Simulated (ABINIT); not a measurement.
# InP (F-43m) in ABINIT: settings compared

One crystal, InP, is run at these levels: LDA, PBE; tasks: single point.

All numbers are computed with ABINIT 10.8.3 (patched build); they aren't measurements. Logs are shortened: lines on timing, memory, paths and dates and some standing lists are left out, and cuts for length are marked. The log counts tension as positive stress, the text compression.

**What was measured.**

From a printed reference work, data compilation, for a bulk crystal of InP at 1.6 K: band gap 1.4236 eV (direct).

How close the calculation comes is told below.

### 1 The structure

Symmetry: F-43m, No. 216, cubic system. The conventional cell has a = 5.861 Å, b = 5.861 Å, c = 5.861 Å, α = 90.00°, β = 90.00°, γ = 90.00°. In (site symmetry -43m) has 4 P at 2.54 Å as nearest neighbours. Around P (site symmetry -43m) lie 4 In at 2.54 Å.

### 2 Single point, LDA

Input file run.abi:

```
# Pseudopotentials
pp_dirpath "./"
pseudos "In.upf, P.upf"

# Structure
acell 3*1.0
rprim
     0.0000000000     5.5378424082     5.5378424082
     5.5378424082     0.0000000000     5.5378424082
     5.5378424082     5.5378424082     0.0000000000
ntypat 2
znucl 49 15
natom 2
typat 1 2
xcart
     0.0000000000     0.0000000000     0.0000000000
     8.3067636123     8.3067636123     8.3067636123

# Plane-wave basis
ecut 31.0

# k points
kptopt 1
ngkpt 6 6 6
nshiftk 1
shiftk 0.0 0.0 0.0

# Exchange and correlation
ixc 7

# Bands and occupations
nband 13
occopt 3
tsmear 0.05 eV

# SCF cycle
nstep 100
tolvrs 1.0e-10

# Output
iomode 3
prtwf 0
prtden 0
prteig 0
prtebands 0
prtvol 2
```

Potentials or basis: PseudoDojo NC SR LDA v0.4.1 standard.

On the command line:

```console
$ abinit run.abi > log 2>&1
```

run.abo:

```text
.Version 10.8.3 of ABINIT
 Symmetries : space group F-4 3 m (#216); Bravais cF (face-center cubic)
================================================================================
 Values of the parameters that define the memory need of the present run
     intxc =       0    ionmov =       0      iscf =       7    lmnmax =       6
     lnmax =       6     mgfft =      40  mpssoang =       3    mqgrid =    3001
     natom =       2  nloc_mem =       1    nspden =       1   nspinor =       1
    nsppol =       1      nsym =      24    n1xccc =    2501    ntypat =       2
    occopt =       3   xclevel =       1
       mpw =        2822          nfft =       64000          nkpt =          16
================================================================================
================================================================================

--------------------------------------------------------------------------------
------------- Echo of variables that govern the present computation ------------
--------------------------------------------------------------------------------
 -outvars: echo values of preprocessed input variables --------
            acell      1.0000000000E+00  1.0000000000E+00  1.0000000000E+00 Bohr
              amu      1.14820000E+02  3.09737620E+01
             ecut      3.10000000E+01 Hartree
              ixc           7
         kptrlatt        6    0    0      0    6    0      0    0    6
          kptrlen      4.69901510E+01
            natom           2
            nband          13
            ngfft          40      40      40
             nkpt          16
            nstep         100
             nsym          24
           ntypat           2
           occopt           3
           prtden           0
        prtebands           0
           prteig           0
           prtvol           2
            prtwf           0
            rprim      0.0000000000E+00  5.5378424082E+00  5.5378424082E+00
                       5.5378424082E+00  0.0000000000E+00  5.5378424082E+00
                       5.5378424082E+00  5.5378424082E+00  0.0000000000E+00
          spgroup         216
           tolvrs      1.00000000E-10
           tsmear      1.83746611E-03 Hartree
            typat      1  2
           xangst      0.0000000000E+00  0.0000000000E+00  0.0000000000E+00
                       4.3957499970E+00  4.3957499970E+00  4.3957499970E+00
            xcart      0.0000000000E+00  0.0000000000E+00  0.0000000000E+00
                       8.3067636123E+00  8.3067636123E+00  8.3067636123E+00
             xred      0.0000000000E+00  0.0000000000E+00  0.0000000000E+00
                       7.5000000000E-01  7.5000000000E-01  7.5000000000E-01
            znucl       49.00000   15.00000

================================================================================

 chkinp: Checking input parameters for consistency.

================================================================================
== DATASET  1 ==================================================================

--- !DatasetInfo
iteration_state: {dtset: 1, }
dimensions: {natom: 2, nkpt: 16, mband: 13, nsppol: 1, nspinor: 1, nspden: 1, mpw: 2822, }
cutoff_energies: {ecut:  31.0, pawecutdg:  -1.0, }
electrons: {nelect:   1.80000000E+01, charge:   0.00000000E+00, occopt:   3.00000000E+00, tsmear:   1.83746611E-03, }
meta: {optdriver: 0, ionmov: 0, optcell: 0, iscf: 7, paral_kgb: 0, }
...

 Exchange-correlation functional for the present dataset will be:
  LDA: Perdew-Wang 92 LSD fit to Ceperley-Alder data - ixc=7
  J.P.Perdew and Y.Wang, PRB 45, 13244 (1992)

 Real(R)+Recip(G) space primitive vectors, cartesian coordinates (Bohr,Bohr^-1):
 R(1)=  0.0000000  5.5378424  5.5378424  G(1)= -0.0902879  0.0902879  0.0902879
 R(2)=  5.5378424  0.0000000  5.5378424  G(2)=  0.0902879 -0.0902879  0.0902879
 R(3)=  5.5378424  5.5378424  0.0000000  G(3)=  0.0902879  0.0902879 -0.0902879
 Unit cell volume ucvol=  3.3966576E+02 bohr^3
 Angles (23,13,12)=  6.00000000E+01  6.00000000E+01  6.00000000E+01 degrees

 getcut: wavevector=  0.0000  0.0000  0.0000  ngfft=  40  40  40
         ecut(hartree)=     31.000   => boxcut(ratio)=   2.03779

--- Pseudopotential description ------------------------------------------------
- pspini: atom type   1  psp file is ./In.upf
12 -1012 2 -1 1894                            pspcod,pspxc,lmax,lloc,mmax
     nproj     2     2     2

- pspini: atom type   2  psp file is ./P.upf
12 -1012 2 -1 1298                            pspcod,pspxc,lmax,lloc,mmax
     nproj     2     2     2

   5.80935515E+02                                ecore*ucvol(ha*bohr**3)
--------------------------------------------------------------------------------

================================================================================

--- !BeginCycle
iteration_state: {dtset: 1, }
[... 53 lines left out ...]
 Atom  Sphere_radius  Integrated_density
    1        2.00000          9.92580216
    2        2.00000          2.77123326
================================================================================

 ----iterations are completed or convergence reached----

 Mean square residual over all n,k,spin=   72.525E-09; max=  84.888E-07
   0.0000  0.0000  0.0000    1  1.49132E-14 kpt; spin; max resid(k); each band:
  1.43E-15 1.43E-15 1.44E-15 3.33E-17 3.27E-17 1.17E-14 7.11E-15 2.82E-15
  3.03E-15 1.49E-14 4.54E-15 2.61E-15 8.31E-15
   0.1667  0.0000  0.0000    1  2.06424E-14 kpt; spin; max resid(k); each band:
  2.46E-15 1.31E-15 1.31E-15 6.34E-17 6.22E-17 1.23E-14 1.08E-14 6.88E-15
  8.86E-15 1.91E-14 2.06E-14 1.99E-14 1.91E-14
   0.3333  0.0000  0.0000    1  1.87105E-13 kpt; spin; max resid(k); each band:
  4.10E-15 1.13E-15 1.13E-15 1.25E-16 1.25E-16 1.44E-14 1.03E-14 5.07E-15
  9.59E-15 1.64E-14 2.16E-14 2.27E-14 1.87E-13
   0.5000  0.0000  0.0000    1  4.32054E-14 kpt; spin; max resid(k); each band:
  4.82E-15 1.10E-15 1.10E-15 1.12E-16 1.12E-16 1.17E-14 5.87E-15 3.94E-15
  1.59E-14 1.41E-14 6.98E-15 4.32E-14 2.57E-14
   0.1667  0.1667  0.0000    1  2.64036E-12 kpt; spin; max resid(k); each band:
  2.74E-15 1.24E-15 1.24E-15 1.79E-16 2.52E-17 1.20E-14 1.13E-14 6.67E-15
  7.24E-15 1.65E-14 1.08E-14 1.34E-13 2.64E-12
   0.3333  0.1667  0.0000    1  1.46340E-11 kpt; spin; max resid(k); each band:
  3.96E-15 1.14E-15 1.02E-15 3.91E-16 7.53E-17 1.19E-14 1.56E-14 1.88E-14
[... 16 lines left out ...]
  -0.3333  0.3333  0.0000    1  7.64132E-08 kpt; spin; max resid(k); each band:
  4.96E-15 1.12E-15 7.72E-16 2.91E-16 8.82E-17 1.17E-14 9.26E-15 1.83E-14
  1.23E-14 3.18E-14 5.86E-14 7.64E-08 3.99E-08
   0.5000  0.5000  0.0000    1  8.48879E-06 kpt; spin; max resid(k); each band:
  5.30E-15 7.08E-16 2.85E-16 4.48E-16 6.59E-18 7.49E-15 8.66E-15 3.16E-15
  1.11E-14 1.28E-14 7.62E-15 8.49E-06 2.22E-09
   0.5000  0.3333  0.1667    1  2.20328E-07 kpt; spin; max resid(k); each band:
  4.77E-15 9.99E-16 9.07E-16 3.97E-16 7.19E-17 1.07E-14 8.56E-15 1.01E-14
  6.90E-15 2.83E-14 1.25E-14 4.03E-14 2.20E-07
  -0.3333  0.3333  0.1667    1  4.25863E-06 kpt; spin; max resid(k); each band:
  5.22E-15 9.25E-16 6.16E-16 4.20E-16 1.45E-16 1.03E-14 7.59E-15 1.10E-14
  8.15E-15 1.61E-14 2.29E-14 2.53E-13 4.26E-06
  -0.3333  0.5000  0.1667    1  1.49350E-13 kpt; spin; max resid(k); each band:
  5.39E-15 7.99E-16 5.04E-16 4.45E-16 1.39E-16 1.16E-14 6.50E-15 1.57E-14
  1.12E-14 3.00E-14 2.92E-14 3.37E-14 1.49E-13
 reduced coordinates (array xred) for    2 atoms
       0.000000000000      0.000000000000      0.000000000000
       0.750000000000      0.750000000000      0.750000000000
 rms dE/dt=  6.8317E-31; max dE/dt=  0.0000E+00; dE/dt below (all hartree)
    1      -0.000000000000      0.000000000000     -0.000000000000
    2       0.000000000000      0.000000000000      0.000000000000

 cartesian coordinates (angstrom) at end:
    1      0.00000000000000     0.00000000000000     0.00000000000000
    2      4.39574999700532     4.39574999700532     4.39574999700532

 cartesian forces (hartree/bohr) at end:
    1      0.00000000000000     0.00000000000000    -0.00000000000000
    2     -0.00000000000000    -0.00000000000000     0.00000000000000
 frms,max,avg= 6.1682288E-32 1.0683686E-31   0.000E+00  0.000E+00  0.000E+00 h/b

 cartesian forces (eV/Angstrom) at end:
    1      0.00000000000000     0.00000000000000    -0.00000000000000
    2     -0.00000000000000    -0.00000000000000     0.00000000000000
 frms,max,avg= 3.1718308E-30 5.4937721E-30   0.000E+00  0.000E+00  0.000E+00 e/A
 length scales=  1.000000000000  1.000000000000  1.000000000000 bohr
              =  0.529177210544  0.529177210544  0.529177210544 angstroms
 Fermi (or HOMO) energy (hartree) =   0.16809   Average Vxc (hartree)=  -0.35888
 Eigenvalues (hartree) for nkpt=  16  k points:
 kpt#   1, nband= 13, wtk=  0.00463, kpt=  0.0000  0.0000  0.0000 (reduced coord)
  -0.36447   -0.36447   -0.36447   -0.35885   -0.35885   -0.26659    0.15818    0.15818
   0.15818    0.17594    0.30371    0.30371    0.30371
      occupation numbers for kpt#   1
   2.00000    2.00000    2.00000    2.00000    2.00000    2.00000    1.99093    1.99093
   1.99093    0.02751    0.00000    0.00000    0.00000
 kpt#   2, nband= 13, wtk=  0.03704, kpt=  0.1667  0.0000  0.0000 (reduced coord)
  -0.36563   -0.36401   -0.36401   -0.35884   -0.35884   -0.25501    0.07500    0.14669
   0.14669    0.21793    0.31821    0.32009    0.32009
      occupation numbers for kpt#   2
   2.00000    2.00000    2.00000    2.00000    2.00000    2.00000    2.00000    1.99998
   1.99998    0.00000    0.00000    0.00000    0.00000
 kpt#   3, nband= 13, wtk=  0.03704, kpt=  0.3333  0.0000  0.0000 (reduced coord)
  -0.36778   -0.36329   -0.36329   -0.35861   -0.35861   -0.22498   -0.01308    0.12905
   0.12905    0.21200    0.33292    0.33292    0.38284
      occupation numbers for kpt#   3
   2.00000    2.00000    2.00000    2.00000    2.00000    2.00000    2.00000    2.00000
[... 64 lines left out ...]
      occupation numbers for kpt#  14
   2.00000    2.00000    2.00000    2.00000    2.00000    2.00000    2.00000    2.00000
   2.00000    0.00000    0.00000    0.00000    0.00000
 kpt#  15, nband= 13, wtk=  0.11111, kpt= -0.3333  0.3333  0.1667 (reduced coord)
  -0.36961   -0.36249   -0.36137   -0.35939   -0.35836   -0.18324   -0.04891    0.04198
   0.08028    0.28795    0.31044    0.36330    0.42618
      occupation numbers for kpt#  15
   2.00000    2.00000    2.00000    2.00000    2.00000    2.00000    2.00000    2.00000
   2.00000    0.00000    0.00000    0.00000    0.00000
 kpt#  16, nband= 13, wtk=  0.05556, kpt= -0.3333  0.5000  0.1667 (reduced coord)
  -0.37033   -0.36181   -0.36091   -0.35992   -0.35805   -0.17545   -0.05396    0.05318
   0.05376    0.27390    0.28669    0.40285    0.41283
      occupation numbers for kpt#  16
   2.00000    2.00000    2.00000    2.00000    2.00000    2.00000    2.00000    2.00000
   2.00000    0.00000    0.00000    0.00000    0.00000
 Total charge density [el/Bohr^3]
)     Maximum=    1.0819E+00  at reduced coord.    0.0500    0.0500    0.8750
)Next maximum=    1.0819E+00  at reduced coord.    0.0250    0.0500    0.8750
)     Minimum=    3.4752E-04  at reduced coord.    0.0000    0.0000    0.0000
)Next minimum=    1.0143E-03  at reduced coord.    0.7500    0.7500    0.7500
   Integrated=    1.8000E+01

--- !EnergyTerms
iteration_state     : {dtset: 1, }
comment             : Components of total free energy in Hartree
kinetic             :  4.42136923805595E+01
hartree             :  1.83531136120556E+01
xc                  : -2.17802367112426E+01
Ewald energy        : -4.48602020983076E+01
psp_core            :  1.71031519310867E+00
local_psp           : -5.71482447103259E+01
non_local_psp       : -1.37067382607461E+01
internal            : -7.32183005948984E+01
'-kT*entropy'       : -2.74727353161828E-06
total_energy        : -7.32183033421719E+01
total_energy_eV     : -1.99237153251924E+03
band_energy         : -3.72285991946991E+00
...

 Cartesian components of stress tensor (hartree/bohr^3)
  sigma(1 1)=  6.52631984E-05  sigma(3 2)=  0.00000000E+00
  sigma(2 2)=  6.52631984E-05  sigma(3 1)=  0.00000000E+00
  sigma(3 3)=  6.52631984E-05  sigma(2 1)=  0.00000000E+00

-Cartesian components of stress tensor (GPa)         [Pressure= -1.9201E+00 GPa]
- sigma(1 1)=  1.92010959E+00  sigma(3 2)=  0.00000000E+00
- sigma(2 2)=  1.92010959E+00  sigma(3 1)=  0.00000000E+00
- sigma(3 3)=  1.92010959E+00  sigma(2 1)=  0.00000000E+00

== END DATASET(S) ==============================================================
================================================================================

 -outvars: echo values of variables after computation  --------
            acell      1.0000000000E+00  1.0000000000E+00  1.0000000000E+00 Bohr
           etotal     -7.3218303342E+01
            fcart      2.7369110631E-48  1.0683685726E-31 -2.7369110631E-48
                      -2.7369110631E-48 -1.0683685726E-31  2.7369110631E-48
            rprim      0.0000000000E+00  5.5378424082E+00  5.5378424082E+00
                       5.5378424082E+00  0.0000000000E+00  5.5378424082E+00
                       5.5378424082E+00  5.5378424082E+00  0.0000000000E+00
           strten      6.5263198394E-05  6.5263198394E-05  6.5263198394E-05
                       0.0000000000E+00  0.0000000000E+00  0.0000000000E+00
           xangst      0.0000000000E+00  0.0000000000E+00  0.0000000000E+00
                       4.3957499970E+00  4.3957499970E+00  4.3957499970E+00
             xred      0.0000000000E+00  0.0000000000E+00  0.0000000000E+00
                       7.5000000000E-01  7.5000000000E-01  7.5000000000E-01
 Calculation completed.
```

Wall time 19 s (1 thread of Arm Neoverse V1, shared host); peak memory 0.07 GiB.

What came out:

```yaml
Free_energy: -1992.3715 eV
Band_gap_on_the_k_mesh: 0.48 eV, direct
Valence_electrons_inside_the_program's_atomic_spheres: In 9.93; P 2.77
```

Levels at points of the mesh, in eV from the valence-band top:
```
           k point  band 6  band 7  band 8  band 9  band 10  band 11  band 12  band 13
(0.00, 0.00, 0.00)  -11.56    0.00    0.00    0.00     0.48     3.96     3.96     3.96
(0.50, 0.00, 0.00)   -9.81   -5.84   -0.99   -0.99     1.31     4.70     4.70     6.92
(0.50, 0.50, 0.00)   -9.14   -5.88   -2.36   -2.36     1.60     2.11     9.01     9.41
```

Caveat: the cutoff is too short for stress, so the log's stress isn't used; spin-orbit coupling is left out, which moves the levels of the heavy elements.

### 3 Single point, PBE

Input file run.abi:

```
pp_dirpath "./"
pseudos "In.upf, P.upf"

acell 3*1.0
rprim
     0.0000000000     5.5378424082     5.5378424082
     5.5378424082     0.0000000000     5.5378424082
     5.5378424082     5.5378424082     0.0000000000
ntypat 2
znucl 49 15
natom 2
typat 1 2
xred
     0.0000000000     0.0000000000     0.0000000000
     0.7500000000     0.7500000000     0.7500000000

ecut 31.0

kptopt 1
ngkpt 6 6 6
nshiftk 1
shiftk 0.0 0.0 0.0

ixc 11

nband 13
occopt 3
tsmear 0.00183747

nstep 100
tolvrs 1.0e-10

iomode 3
prtwf 0
prtden 0
prteig 0
prtebands 0
enunit 2
prtvol 2
```

Potentials or basis: PseudoDojo NC SR PBE v0.4.1 standard.

On the command line:

```console
$ abinit run.abi > log 2>&1
```

It took 21 s on 1 thread of Arm Neoverse V1, shared host; peak memory 0.08 GiB.

The run converged. Its results:

| Property | Result |
| --- | --- |
| Free energy | -1997.1233 eV |
| Band gap on the k mesh | 0.71 eV, direct |
| Valence electrons inside the program's atomic spheres | In 9.92; P 2.78 |

Levels at points of the mesh, in eV from the valence-band top:
```csv
k point,band 6,band 7,band 8,band 9,band 10,band 11,band 12,band 13
"(0.00, 0.00, 0.00)",-11.52,0.00,0.00,0.00,0.71,4.09,4.09,4.09
"(0.50, 0.00, 0.00)",-9.80,-5.73,-0.97,-0.97,1.50,4.80,4.80,7.12
"(0.50, 0.50, 0.00)",-9.15,-5.75,-2.32,-2.32,1.76,2.26,9.24,9.58
```

Caveat: the cutoff is too short for stress, so the log's stress isn't used; spin-orbit coupling is left out, which moves the levels of the heavy elements.

### 4 Comparison with measurements

Step 2. Measured gap of InP: 1.4236 eV (direct; 1.6 K; a printed reference work, data compilation). This calculation gives 0.48 eV (-0.94 eV). Spin-orbit coupling on In is left out. The value is that of LDA, without temperature or zero-point motion. Semilocal functionals fall short of measured gaps as a rule.

Step 3. Measured gap of InP: 1.4236 eV (direct; 1.6 K; a printed reference work, data compilation). This calculation gives 0.71 eV (-0.71 eV). Spin-orbit coupling on In is left out. The value is that of PBE, without temperature or zero-point motion. Semilocal functionals fall short of measured gaps as a rule.
